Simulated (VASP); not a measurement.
# PbS (P-6m2) in VASP: a series of runs, part 2 of 2

VASP 6.6.1.

### 4 Single point, PBE

File INCAR:

```
SYSTEM = PbS
PREC = Accurate
ENCUT = 500
EDIFF = 1E-6
ISMEAR = 0
SIGMA = 0.05
LREAL = Auto
LASPH = .TRUE.
NELM = 100
ALGO = Normal
ISIF = 2
LWAVE = .FALSE.
LCHARG = .FALSE.
GGA = PE
NBANDS = 12
ADDGRID = .FALSE.
```

File KPOINTS:

```
Automatic mesh
0
G
  8 8 7
  0 0 0
```

File POSCAR:

```
PbS
1.0
    4.0896976867      0.0000000000      0.0000000000
   -2.0448488433      3.5417820905      0.0000000000
    0.0000000000      0.0000000000      3.7881670000
Pb S
1 1
Direct
    0.0000000000      0.0000000000      0.0000000000
    0.6666666667      0.3333333333      0.5000000000
```

Potentials or basis: VASP PAW PBE potentials, release 64 (Pb, S).

The run is started by

```console
> cat potpaw_PBE.64/Pb/POTCAR potpaw_PBE.64/S/POTCAR > POTCAR
> mpirun -np 1 vasp_std > vasp.out
```

OUTCAR:

```text
SYSTEM = PbS
   PREC = Accurate
   ENCUT = 500
   EDIFF = 1E-6
   ISMEAR = 0
   LREAL = Auto
   LASPH = .TRUE.
   NELM = 100
   ISIF = 2
   GGA = PE

 Found     40 irreducible k-points:

 Following reciprocal coordinates:
            Coordinates               Weight
  0.000000  0.000000  0.000000      1.000000
  0.125000  0.000000  0.000000      6.000000
  0.250000  0.000000  0.000000      6.000000
  0.375000  0.000000  0.000000      6.000000
  0.500000  0.000000  0.000000      3.000000
  0.125000  0.125000  0.000000      6.000000
   k-points           NKPTS =     40   k-points in BZ     NKDIM =     40   number of bands    NBANDS=     12
   number of dos      NEDOS =    301   number of ions     NIONS =      2
   total plane-waves  NPLWV =  25200
   dimension x,y,z NGX =    30 NGY =   30 NGZ =   28
   dimension x,y,z NGXF=    60 NGYF=   60 NGZF=   56
   ions per type =               1   1
   NGX,Y,Z   is equivalent  to a cutoff of  12.19, 12.19, 12.29 a.u.
   NGXF,Y,Z  is equivalent  to a cutoff of  24.39, 24.39, 24.58 a.u.
 SYSTEM =  PbS
   PREC   = accura    normal or accurate (medium, high low for compatibility)
   ISTART =      0    job   : 0-new  1-cont  2-samecut
   ICHARG =      2    charge: 1-file 2-atom 10-const
   ISPIN  =      1    spin polarized calculation?
   LNONCOLLINEAR =      F non collinear calculations
   LSORBIT =      F    spin-orbit coupling
   LASPH  =      T    aspherical Exc in radial PAW
   ENCUT  =  500.0 eV  36.75 Ry    6.06 a.u.   7.46  7.46  6.91*2*pi/ulx,y,z
   NELM   =    100;   NELMIN=  2; NELMDL= -5     # of ELM steps
   EDIFF  = 0.1E-05   stopping-criterion for ELM
   LREAL  =      T    real-space projection
   EDIFFG = 0.1E-04   stopping-criterion for IOM
   NSW    =      0    number of steps for IOM
   IBRION =     -1    ionic relax: 0-MD 1-quasi-New 2-CG
   NFREE  =      0    steps in history (QN), initial steepest desc. (CG)
   ISIF   =      2    stress and relaxation
   ISYM   =      2    0-nonsym 1-usesym 2-fastsym
   POTIM  = 0.5000    time-step for ionic-motion
   TEBEG  =    0.0;   TEEND  =   0.0 temperature during run
   PSTRESS=    0.0 pullay stress
   NELECT =      10.0000    total number of electrons
   NUPDOWN=      -1.0000    fix difference up-down
   EMIN   =  10.00;   EMAX   =-10.00  energy-range for DOS
   EFERMI =   0.00;   METHOD = LEGACY
   ISMEAR =     0;   SIGMA  =   0.05  broadening in eV -4-tet -1-fermi 0-gaus
   EFERMI_NEDOS =   21; number of points for ismear=-14 and -15
   IALGO  =     38    algorithm
   IMIX   =      4    mixing-type and parameters
     AMIX     =   0.40;   BMIX     =  1.00
     AMIX_MAG =   1.60;   BMIX_MAG =  1.00
  volume/ion in A,a.u.               =      27.44       185.14
  Fermi-wavevector in a.u.,A,eV,Ry     =   0.928170  1.753987 11.721408  0.861499
  Thomas-Fermi vector in A             =   2.054318
   LORBIT       =      0    0 simple, 1 ext, 2 COOP (PROOUT), +10 PAW based schemes
   GGA     = PE    functional components
   LHFCALC =     F    Hartree Fock is set to
   AEXX    =    0.0000 exact exchange contribution
   IVDW    =     0    specifies the selected vdW correction
   LEPSILON=     F    determine dielectric tensor
   LRPA    =     F    only Hartree local field effects (RPA)
 non-spin polarized calculation
 Gauss-broadening in eV      SIGMA  =   0.05
  energy-cutoff  :      500.00
  volume of cell :       54.87
 maximum number of plane-waves:      1424
 NGX is ok and might be reduce to    30
   NGX = 15   NGY = 15   NGZ = 13

 number of electron      10.0000000 magnetization

 number of electron       9.9999999 magnetization

 Free energy of the ion-electron system (eV)
  ---------------------------------------------------
  ext. energy  EPLUGINS =         0.00000000
  ---------------------------------------------------
  free energy    TOTEN  =        -8.55764534 eV

  energy without entropy =       -8.55762619  energy(sigma->0) =       -8.55763577

 E-fermi :   3.9075     XC(G=0):  -9.3460

 val. band max:        3.8112015800   @ k =   0.3750   0.2500   0.0000
 cond. band min:       4.0116040097   @ k =   0.3750   0.2500   0.4286
 fundamental gap:      0.2004024297
 Fermi energy:         3.9074873226

 k-point     1 :       0.0000    0.0000    0.0000
  band No.  band energies     occupation
      1      -9.2477      2.00000
      2      -2.5634      2.00000
      3       1.7534      2.00000
      4       2.2253      2.00000
      5       2.2253      2.00000
      6       7.3542      0.00000
      7       7.3542      0.00000
      8       9.1634      0.00000
      9      10.3993      0.00000
     10      10.9400      0.00000
     11      14.8171      0.00000
     12      14.8172      0.00000

 k-point     2 :       0.1250    0.0000    0.0000
  band No.  band energies     occupation
      1      -9.1302      2.00000
      2      -2.8336      2.00000
      3       1.8709      2.00000
      4       2.0414      2.00000
      5       2.2502      2.00000
      6       6.7309      0.00000
      7       7.6739      0.00000
      8       9.4285      0.00000
      9       9.9364      0.00000
     10      12.0267      0.00000
     11      13.9775      0.00000
     12      14.5710      0.00000

 k-point     3 :       0.2500    0.0000    0.0000
  band No.  band energies     occupation
      1      -8.8081      2.00000
      2      -3.5034      2.00000
      3       1.6603      2.00000
      4       2.1830      2.00000
      5       2.2452      2.00000
      6       6.0213      0.00000
      7       8.3700      0.00000
      8       9.0035      0.00000
      9       9.8568      0.00000
     10      12.5704      0.00000
     11      14.3793      0.00000
     12      14.8899      0.00000

 k-point     4 :       0.3750    0.0000    0.0000
  band No.  band energies     occupation
      1      -8.4023      2.00000
      2      -4.2341      2.00000
      3       1.3389      2.00000
      4       2.1574      2.00000
      5       2.5509      2.00000
      6       5.8075      0.00000
      7       8.1725      0.00000
      8       8.9555      0.00000
      9       9.5917      0.00000
     10      13.3351      0.00000
     11      14.7266      0.00000
     12      14.7860      0.00000

 k-point     5 :       0.5000    0.0000    0.0000
  band No.  band energies     occupation
      1      -8.1926      2.00000
      2      -4.5731      2.00000
      3       1.2184      2.00000
      4       2.1017      2.00000
      5       2.7271      2.00000
      6       5.8207      0.00000
      7       7.8321      0.00000
      8       9.1581      0.00000
      9       9.2943      0.00000
     10      14.6603      0.00000
     11      14.8190      0.00000
     12      14.9659      0.00000

 k-point     6 :       0.1250    0.1250    0.0000
  band No.  band energies     occupation
      1      -8.9095      2.00000
      2      -3.2956      2.00000
      3       1.5813      2.00000
      4       2.0865      2.00000
      5       2.4512      2.00000
      6       6.2099      0.00000
      7       8.0602      0.00000
      8       9.2685      0.00000
      9       9.8045      0.00000
     10      12.7183      0.00000
     11      14.1205      0.00000
     12      14.3543      0.00000

 [... further k-points ...]

------------------------ aborting loop because EDIFF is reached ----------------------------------------

  FORCE on cell =-STRESS in cart. coord.  units (eV):
  Direction    XX          YY          ZZ          XY          YZ          ZX
  --------------------------------------------------------------------------------------
  -------------------------------------------------------------------------------------
  Total       -0.0886114     -0.0886114     -0.1501732     -0.0000000     -0.0000000      0.0000000
  in kB       -2.5873666     -2.5873666     -4.3849121     -0.0000000     -0.0000000      0.0000000
  external PRESSURE =      -3.1865484 kB  Pullay stress =       0.0000000 kB

 VOLUME and BASIS-vectors are now :
 -----------------------------------------------------------------------------
  energy-cutoff  :      500.00
  volume of cell :       54.87
      direct lattice vectors                 reciprocal lattice vectors
     4.089697687  0.000000000  0.000000000     0.244516851  0.141171870  0.000000000
    -2.044848843  3.541782090  0.000000000     0.000000000  0.282343740  0.000000000
     0.000000000  0.000000000  3.788167000     0.000000000  0.000000000  0.263979914

 POSITION                                       TOTAL-FORCE (eV/Angst)
 -----------------------------------------------------------------------------------
      0.00000      0.00000      0.00000         0.000000     -0.000000      0.000000
      2.04485      1.18059      1.89408        -0.000000      0.000000      0.000000
 -----------------------------------------------------------------------------------
    total drift:                               -0.000000      0.000000      0.000000

  FREE ENERGIE OF THE ION-ELECTRON SYSTEM (eV)
  ---------------------------------------------------
  free  energy   TOTEN  =        -8.5576453410 eV

  energy  without entropy=       -8.5576261893  energy(sigma->0) =       -8.55763577
```

OSZICAR:

```text
N       E                     dE             d eps       ncg     rms          rms(c)
DAV:   1     0.331653916638E+02    0.33165E+02   -0.37595E+03   960   0.648E+02
DAV:   2    -0.651268572378E+01   -0.39678E+02   -0.38190E+02  1180   0.110E+02
DAV:   3    -0.916312734537E+01   -0.26504E+01   -0.26430E+01  1240   0.299E+01
DAV:   4    -0.918719592339E+01   -0.24069E-01   -0.24065E-01  1084   0.346E+00
DAV:   5    -0.918754504084E+01   -0.34912E-03   -0.34911E-03  1240   0.428E-01    0.837E+00
DAV:   6    -0.856578977119E+01    0.62176E+00   -0.24454E+00  1096   0.530E+00    0.542E+00
DAV:   7    -0.855774476555E+01    0.80450E-02   -0.20525E-01  1244   0.192E+00    0.363E+00
DAV:   8    -0.855821449478E+01   -0.46973E-03   -0.31549E-02  1116   0.871E-01    0.524E-01
DAV:   9    -0.855742685017E+01    0.78764E-03   -0.70800E-03  1144   0.303E-01    0.336E-01
DAV:  10    -0.855763972886E+01   -0.21288E-03   -0.88718E-04  1144   0.143E-01    0.581E-02
DAV:  11    -0.855763935920E+01    0.36966E-06   -0.33715E-05  1180   0.330E-02    0.373E-02
DAV:  12    -0.855764332409E+01   -0.39649E-05   -0.56368E-06  1164   0.111E-02    0.736E-03
DAV:  13    -0.855764531236E+01   -0.19883E-05   -0.27961E-06  1148   0.904E-03    0.345E-03
DAV:  14    -0.855764534100E+01   -0.28635E-07   -0.29710E-08   696   0.109E-03
   1 F= -.85576453E+01 E0= -.85576358E+01  d E =-.191517E-04
```

Run time: 21 s. Hardware: 1 thread of Intel Xeon 6975P-C (Granite Rapids), shared host; peak memory 0.16 GiB.

These settings aren't checked as converged: the numbers below hold their error.

What came out:

```yaml
Free_energy: -8.5576 eV
Pressure: -0.3 GPa
Band_gap_on_the_k_mesh: 0.20 eV, indirect (least direct gap 1.65 eV)
```

Caveat: spin-orbit coupling is left out, which as a rule narrows the gap of such compounds by several tenths of an eV; an odd mesh through Γ misses points on the zone boundary, where band edges often lie.

### 5 Single point, PBE

INCAR is that of step 4.

KPOINTS is that of step 4.

File POSCAR:

```
PbS
1.0
    4.0896976867      0.0000000000      0.0000000000
   -2.0448488433      3.5417820905      0.0000000000
    0.0000000000      0.0000000000      3.7881670000
Pb S
1 1
Direct
    0.0512430000     -0.0024510000     -0.0244300000
    0.6810560000      0.3414810000      0.4970830000
```

The run is started by

```console
> cat potpaw_PBE.64/Pb/POTCAR potpaw_PBE.64/S/POTCAR > POTCAR
> mpirun -np 1 vasp_std > vasp.out
```

It took 83 s on 1 thread of Intel Xeon 6975P-C (Granite Rapids), shared host; peak memory 0.22 GiB.

The run converged, but some of its settings lie outside the range that counts as converged, so its numbers aren't taken as properties of the crystal.

Results:

| Property | Result |
| --- | --- |
| Free energy | -8.5338 eV |
| Pressure | 0.1 GPa |
| Largest force | 0.317 eV/Å |
| Band gap on the k mesh | 0.03 eV, indirect (least direct gap 1.66 eV) |

Caveat: spin-orbit coupling is left out, which as a rule narrows the gap of such compounds by several tenths of an eV; an odd mesh through Γ misses points on the zone boundary, where band edges often lie.

### 6 For comparison

An earlier run on the cell as given: functional PBE; potentials or basis VASP PAW PBE potentials, release 64 (Pb_d, S); cutoff 520 eV; k mesh 8 × 8 × 7; occupations fermi-dirac, width 0.05 eV; no spin polarisation.

- Pressure: 0.0 GPa
- Band gap on the k mesh: 0.21 eV, indirect (least direct gap 1.65 eV)
